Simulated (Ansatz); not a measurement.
## Hg: pressure against volume

Hg, P6/mmm, a = 5.326 Å, c = 3.139 Å. This isn't the element's structure at ambient conditions. Ansatz: PBE+D3(BJ), PAW, 420 eV, Γ-centred 9×9×14 mesh on 3 atoms, Gaussian smearing 0.10 eV; no spin polarisation. Shape and atoms are relaxed at each volume; pressure is positive in compression.

```tsv
V (Å³/atom)	P (GPa)
22.620	4.92
23.391	3.25
24.162	1.98
24.934	0.92
25.705	0.02
26.476	-0.65
27.247	?
28.275	-1.54
```

Q: Take V0 = 25.705 Å³/atom, count pressures from its P0 = 0.02 GPa, fit the third-order Birch–Murnaghan form to the other rows, and predict the missing pressure.

A: With the Eulerian strain f = ½[(V0/V)^(2/3) − 1] and y = (P − P0)/[3f(1 + 2f)^(5/2)], the form is the line y = B0 + 1.5 B0 (B0′ − 4) f. Rows (f, y): 0.04449, 29.67; 0.03245, 28.35; 0.02107, 27.97; 0.01025, 27.82; -0.00975, 24.06; -0.03078, 19.80. Means f = 0.01129, y = 26.278; Σ(Δf)² = 0.003859, ΣΔfΔy = 0.4906; the slope is their ratio. y = 24.84 + 127.1 f GPa, so B0 = 24.8 GPa and B0′ = 4 + 2 × (127.1)/(3 × 24.84) = 7.41. At V = 27.247, f = -0.01905, y = 22.419 and P = -1.14 GPa. The run gave -1.13 GPa, so the fit is 0.01 GPa too low, within the rms miss on the fitted rows (0.08 GPa).

Spin–orbit coupling is left out, which can shift energies with elements as heavy as these.

Cost: 8 runs of about 4.6 core-minutes in all, on Arm Neoverse V1 (shared hosts).